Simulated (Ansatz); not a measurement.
Write the native input for Ansatz 0.2.0 that does the following.

```
Task                : band structure
Functional          : PBEsol
Potentials or basis : all-electron LAPW, inner shells corrected to Dirac's equation
Cutoff              : 262 eV (chosen from the basis error)
Basis error allowed : 0.001 eV/atom
k mesh              : 11 × 11 × 11
Occupations         : fermi-dirac, width 0.05 eV
Spin                : no spin polarisation
```

The system is Ta.

```
CELL_PARAMETERS angstrom
-1.65128 1.65128 1.65128
1.65128 -1.65128 1.65128
1.65128 1.65128 -1.65128
ATOMIC_POSITIONS crystal
Ta 0.00000 0.00000 0.00000
```

These files were run (other wordings do the same):

input.yaml

```yaml
crystal:
  lattice:
    - [-1.65128, 1.65128, 1.65128]
    - [1.65128, -1.65128, 1.65128]
    - [1.65128, 1.65128, -1.65128]
  atoms:
    - { symbol: Ta, position: [0.0, 0.0, 0.0] }
kpoints:
  mp_grid: { grid: [11, 11, 11] }
  band_path:
    path:
      - [0.0, 0.0, 0.0]
      - [0.5, -0.5, 0.5]
      - [0.0, 0.0, 0.5]
      - [0.0, 0.0, 0.0]
      - [0.25, 0.25, 0.25]
      - [0.5, -0.5, 0.5]
    npoints: 8
scf:
  occupations: { method: fermi_dirac, width: 0.05 }
hamiltonian:
  xc: pbesol
  pseudopotentials:
    kind: all_electron
    lapw: { basis_error: 0.001 }
    dirac_shells: { Ta: ["4p", "4d"] }
output:
  forces: true
  stress: true
  eigenvalues: true
```

Potentials or basis: all-electron LAPW, inner shells corrected to Dirac's equation.

Run with:

```console
$ ansatz run input.yaml --threads 1 --pin off --max-ram 3072MiB --backend cpu --events-out ev --progress --plain --runs-dir out
```

It gave:

```json
{
 "Pressure": "-4.3 GPa",
 "Band gap along the path": "none (metal or under the smearing width)"
}
```

Caveat: spin-orbit coupling is left out, which moves the levels of the heavy elements.

Wall time 8.9 s on 1 thread of Arm Neoverse V1, on a shared host, peak memory 0.27 GiB.
